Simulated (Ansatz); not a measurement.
**SiC (Moissanite) under changes of volume**

One of the cells (10.341 Å³/atom); the others are scaled copies at fixed shape and fractional positions:

```
Si C
1.0
     3.07600    0.00000    0.00000
    -1.53800    2.66389    0.00000
     0.00000    0.00000    5.04800
Si C
2 2
Cartesian
  1.5380 0.8880 2.5240
  0.0000 1.7759 0.0000
  1.5380 0.8880 4.4675
  0.0000 1.7759 1.9435
```

```yaml
Program: Ansatz 0.2.0
Functional: PBE
Potentials_or_basis: Ansatz PAW polarizable
Cutoff: "420 eV (not typed: the program's choice for these potentials)"
k_mesh: 10 × 10 × 5
Occupations: fermi-dirac, width 0.05 eV
Spin: no spin polarisation
```

```tsv
volume (Å³/atom)	energy over the lowest point (meV/atom)	pressure (GPa)	gap on the mesh (eV)	largest force (eV/Å)
9.721	45.42	19.5	2.38	0.855
9.927	24.00	13.7	2.41	0.819
10.134	?	?	?	?
10.341	1.92	3.7	2.48	0.753
10.548	0.00	-0.6	2.51	0.722
10.755	3.39	-4.6	2.52	0.693
10.961	11.63	-8.1	2.49	0.665
```

Question: What does the run at 10.134 Å³/atom give?

Answer: Energy over the lowest point 9.74 meV/atom; pressure 8.5 GPa; gap on the mesh 2.45 eV; largest force 0.785 eV/Å.

Worked out: A Birch-Murnaghan fit of order 3 (a polynomial in V^(-2/3)) to the other rows has its minimum at 10.52 Å³/atom with B0 = V·E''(V) = 213 GPa and B' = 4.1 at fixed shape and positions, which overstates the stiffness. It gives 9.70 meV/atom at 10.134 Å³/atom, against the run's 9.74, and -dE/dV = 8.5 GPa, against 8.5. A parabola through the other rows of the gap, of slope 1.58 eV per unit of ln V there, gives 2.46 eV, against the run's 2.45.

Energies are extrapolated to zero smearing.

Caveats: odd divisions of the mesh miss points on the zone boundary, where band edges often lie, so the gap on the mesh can be too wide.

A mesh can miss the band edges.
